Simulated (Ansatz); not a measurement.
**CoPdO2: response to biaxial strain in the a-b plane**

Aim: apply biaxial strain in the a-b plane to CoPdO2 from -6 to +4 %, where the length and tilt of c and the atoms relax, and follow energy, stress and any gap.

Method: DFT PBE+U, scalar-relativistic, plane waves, PAW, in Ansatz 0.2.0.

3 further runs of the same task are left out: 3 set aside as unsound or not needed.

## 1. Starting point

Symmetry: R-3m, No. 166, trigonal system. Conventional cell: a = 2.866 Å, b = 2.866 Å, c = 17.833 Å, α = 90.00°, β = 90.00°, γ = 120.00°. Co (site symmetry -3m) has 6 O at 1.92 Å as nearest neighbours. Pd (site symmetry -3m) has 2 O at 2.00 Å as nearest neighbours. O (site symmetry 3m) has 3 Co at 1.92 Å and 1 Pd at 2.00 Å as nearest neighbours.

Structure file:

```cif
data_structure
_symmetry_space_group_name_H-M 'P 1'
_symmetry_Int_Tables_number 1
_cell_length_a 2.8662
_cell_length_b 2.8662
_cell_length_c 17.8333
_cell_angle_alpha 90.000
_cell_angle_beta 90.000
_cell_angle_gamma 120.000
_cell_volume 126.87
loop_
_atom_site_label
_atom_site_type_symbol
_atom_site_fract_x
_atom_site_fract_y
_atom_site_fract_z
_atom_site_occupancy
Co1 Co 0.66667 0.33333 0.83333 1
Co2 Co 0.33333 0.66667 0.16667 1
Co3 Co 0.00000 0.00000 0.50000 1
Pd1 Pd 0.00000 0.00000 0.00000 1
Pd2 Pd 0.66667 0.33333 0.33333 1
Pd3 Pd 0.33333 0.66667 0.66667 1
O1 O 0.33333 0.66667 0.77896 1
O2 O 0.00000 0.00000 0.88771 1
O3 O 0.00000 0.00000 0.11229 1
O4 O 0.66667 0.33333 0.22104 1
O5 O 0.66667 0.33333 0.44562 1
O6 O 0.33333 0.66667 0.55438 1
```

The unstrained cell was computed beforehand with the same settings: E(σ→0) = -39691.5255 eV for 12 atoms, gap none (metal).

## 2. The cell strained by -2.0 %

File input.yaml:

```yaml
crystal:
  lattice:
    - [2.8088471558, 0.0, 0.0]
    - [-1.4044235779, 2.4325329923, 0.0]
    - [0.0, 0.0, 18.0472595962]
  atoms:
    - { symbol: Co, position: [0.6666666667, 0.3333333333, 0.8333333333] }
    - { symbol: Co, position: [0.3333333333, 0.6666666667, 0.1666666667] }
    - { symbol: Co, position: [0.0, 0.0, 0.5] }
    - { symbol: Pd, position: [0.0, 0.0, 0.0] }
    - { symbol: Pd, position: [0.6666666667, 0.3333333333, 0.3333333333] }
    - { symbol: Pd, position: [0.3333333333, 0.6666666667, 0.6666666667] }
    - { symbol: O, position: [0.3333333333, 0.6666666667, 0.778957837] }
    - { symbol: O, position: [0.0, 0.0, 0.8877088297] }
    - { symbol: O, position: [0.0, 0.0, 0.1122911703] }
    - { symbol: O, position: [0.6666666667, 0.3333333333, 0.221042163] }
    - { symbol: O, position: [0.6666666667, 0.3333333333, 0.4456245037] }
    - { symbol: O, position: [0.3333333333, 0.6666666667, 0.5543754963] }
basis:
  ecutwfc: 420
kpoints:
  mp_grid: { grid: [12, 12, 2] }
hamiltonian:
  xc: pbe
  hubbard: { sites: [{ species: Co, l: d, u_eff: 3.32 }] }
scf:
  occupations: { method: gaussian, width: 0.1 }
output:
  forces: true
  stress: true
  eigenvalues: true
relax:
  adjacent_minimum: "off"
  f_tol: 0.008
  max_steps: 40
  cell: { stress_tol: 0.015, fix: [a, b, gamma] }
```

Run with:

```
$ ansatz run input.yaml --threads 1 --pin off --max-ram 2560MiB --backend cpu --events-out ev --progress --plain --runs-dir out
```

The session goes on with these runs: the cell strained by +2.0 %; the cell strained by -4.0 %; At +4.0 %; At -6.0 %.

**Question.** What will these runs give? Wanted: (1/V) d²E/dε² at zero strain, cubic fit; strain of the free axis c per applied strain.

The runs gave:

| quantity | value |
| --- | --- |
| largest energy cost | 101.0 meV/atom at -6.0 % |
| (1/V) d²E/dε² at zero strain, cubic fit | 729 GPa |
| strain of the free axis c per applied strain | -0.46 |

What this shows: The curvature of the energy, 729 GPa, is twice the biaxial modulus. On this cell's mesh the unstrained reference holds a stress of up to 0.33 GPa. The free axis c moves against the applied strain (factor -0.46). Spin polarisation is off in the runs that give these values; a magnetic solution could lie lower.
